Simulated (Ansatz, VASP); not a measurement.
**InAs: VASP beside Ansatz**

POSCAR

```
InAs
1.0
    0.0000000000      3.0438898537      3.0438898537
    3.0438898537      0.0000000000      3.0438898537
    3.0438898537      3.0438898537      0.0000000000
In As
1 1
Direct
    0.0000000000      0.0000000000      0.0000000000
    0.2500000000      0.2500000000      0.2500000000
```

Contents of INCAR.step1:

```
SYSTEM = InAs
ALGO = Normal ; EDIFF = 1E-5
ENCUT = 520 ; GGA = PE
ISIF = 2 ; ISMEAR = 0
LASPH = .TRUE. ; LCHARG = .FALSE.
LREAL = .FALSE. ; LWAVE = .TRUE.
NBANDS = 16 ; NELM = 80
PREC = Accurate ; SIGMA = 0.1
```

Contents of INCAR.step2:

```
SYSTEM = InAs
ALGO = Normal ; EDIFF = 1E-6
ENCUT = 520 ; GGA = PE
HFSCREEN = 0.2079 ; ISIF = 2
ISMEAR = 0 ; ISTART = 1
LASPH = .TRUE. ; LCHARG = .FALSE.
LHFCALC = .TRUE. ; LREAL = .FALSE.
LWAVE = .FALSE. ; NBANDS = 16
NELM = 80 ; PREC = Accurate
PRECFOCK = Normal ; SIGMA = 0.1
```

KPOINTS

```
k-points
0
G
  4 4 4
  0 0 0
```

Input for Ansatz:

```yaml
crystal:
  lattice:
    - [0.0, 3.0438898537, 3.0438898537]
    - [3.0438898537, 0.0, 3.0438898537]
    - [3.0438898537, 3.0438898537, 0.0]
  atoms:
    - { symbol: In, position: [0.0, 0.0, 0.0] }
    - { symbol: As, position: [0.25, 0.25, 0.25] }
basis:
  ecutwfc: 420
kpoints:
  mp_grid: { grid: [4, 4, 4] }
  band_path:
    path:
      - [0.0, 0.0, 0.0]
      - [-0.5, -0.5, 0.0]
      - [-0.375, -0.375, 0.25]
      - [-0.375, 0.0, 0.375]
      - [0.0, 0.0, 0.5]
      - [-0.5, -0.25, 0.25]
    npoints: 1
hamiltonian:
  xc: hse06
scf:
  occupations: { method: gaussian, width: 0.1 }
  n_extra_bands: 4
output:
  eigenvalues: true
  write_density: true
  write_potential: true
  elf: true
  volumetric_format: npy
```

Alike in both runs: task single point; functional HSE06; k mesh 4 × 4 × 4; occupations gaussian, width 0.1 eV; no spin polarisation.

|  | VASP | Ansatz |
| --- | --- | --- |
| version | VASP 6.6.1 | Ansatz 0.2.0 |
| potentials or method | VASP PAW PBE potentials, release 64 (In_d, As) | scalar-relativistic, plane waves, PAW |
| plane-wave cutoff (eV) | 520 | 420 |
| valence electrons in the cell | 18 | 28 |

|  | VASP | Ansatz | Ansatz less VASP |
| --- | --- | --- | --- |
| gap on the k mesh at the Fermi level (eV) | 0.46 | 0.46 | +0.002 |
| least direct gap on the mesh (eV) | 0.46 | 0.46 | +0.002 |

The two sets of potentials don't hold the same shells in valence.

Caveats: the k mesh is coarse (spacing up to 0.45 Å⁻¹), so the values aren't converged, least of all with exact exchange; spin-orbit coupling is left out, which moves the levels of the heavy elements.
